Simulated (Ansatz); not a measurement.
A film clamped to a substrate in Ti3Al5

Computed with DFT r2SCAN, scalar-relativistic, plane waves, PAW (Ansatz). Cutoff 500 eV, Γ-centred 10×10×6 k-points, Gaussian smearing of 0.15 eV. No spin polarisation. Energies are free energies at this smearing, counted from the undisturbed cell; pressure is positive in compression.

The starting cell (relaxed at this level; it needn't be the usual structure):

```
Ti Al
1.0
     3.89829    0.00000    0.00000
     0.00000    3.89829    0.00000
     0.00000    0.00000    8.32493
Ti Al
3 5
Cartesian
  0.0000 0.0000 4.1625
  1.9491 1.9491 0.0000
  1.9491 1.9491 4.1625
  0.0000 1.9491 2.0923
  0.0000 1.9491 6.2326
  1.9491 0.0000 2.0923
  1.9491 0.0000 6.2326
  0.0000 0.0000 0.0000
```

The cell (8 atoms, V0 = 126.51 Å³) is strained by p along both x and y and by q along z, fractional coordinates fixed. τp = (1/V0) ∂E/∂p = (σxx + σyy)(1 + p)(1 + q) and τq = (1/V0) ∂E/∂q = σzz(1 + p)², with tension positive.

| p | q | ΔE (meV/atom) | τp (GPa) | τq (GPa) |
| --- | --- | --- | --- | --- |
| 0.000 | 0.000 | 0.00 | -0.17 | 0.11 |
| -0.025 | 0.000 | 19.31 | -16.00 | -3.38 |
| 0.025 | 0.000 | 16.07 | 12.74 | 3.49 |
| 0.000 | -0.025 | 6.56 | -3.99 | -5.47 |
| 0.000 | 0.025 | 6.76 | 2.92 | 5.29 |

Q: Get the second derivatives of the energy density.

A: Central differences give A = ∂τp/∂p = 575 GPa (C11 + C22 + 2 C12), C = ∂τq/∂q = 215 GPa (C33) and the cross term B = ∂τq/∂p = 138 GPa (C13 + C23); ∂τp/∂q = 138 GPa must equal B, and any difference shows higher-order terms. The ions are clamped.

Q: A film of this crystal grows with z along the normal on a substrate that imposes p. How does its thickness respond, and what does the misfit cost?

A: Count p and q from the stress-free cell. A free surface needs τq = 0, so q = −(B/C) p = -0.64 p. The energy density left is (A − B²/C) p²/2 = M p², with the biaxial modulus M = 243 GPa; a misfit of 1 % costs 2.40 meV/atom, against 2.84 meV/atom if the thickness were held.

At p = -0.050 the energies along q are 152.3 (q = -0.050), 107.8 (q = -0.025), 81.6 (q = 0.000), 71.9 (q = 0.025), 76.4 (q = 0.050) meV/atom.

Q: Does the linear rule hold at this misfit?

A: A parabola through the lowest point and its neighbours has its minimum at q = 0.030, 71.6 meV/atom. With the stress left in the starting cell, τp0 and τq0, linear elasticity gives q = −(τq0 + Bp)/C = 0.031 and E = V0(τp0 p + τq0 q + Ap²/2 + Bpq + Cq²/2)/N = 61.2 meV/atom. The energies differ by more than a tenth, so the quadratic law fails here: the gap holds the anharmonic part, with some error from the wide steps. Cubic terms also shift the vertex of so wide a parabola.

Forces appear on the atoms along this scan, and letting them relax would lower the energy and soften the response. In a metal these slopes depend on the k mesh and the smearing.

Letting the film change thickness recovers only a small part of the misfit energy. The normal expands under in-plane compression, but far less than constant volume would require, so the film stays compressed and most of the cost remains. Such a modest Poisson response fits the partly directional Ti d–Al p bonding usual in titanium aluminides, though the elastic data alone don't prove that origin.

The failure of the quadratic law at the larger misfit has the expected sign. Overlap repulsion and electron kinetic energy rise steeply as atoms approach, while cohesion weakens more gently on stretching. In-plane compression accordingly costs 19.31 meV/atom against 16.07 for equal tension. The strains along z seem to break this pattern, at 6.56 against 6.76, but the small residual stress reverses the order; without it compression is the costlier there too. Harmonic estimates would therefore probably overstate the cost of a large tensile misfit. Since C11 and C12 enter only as a sum, the data don't show whether the crystal is stiffer along x than along z.
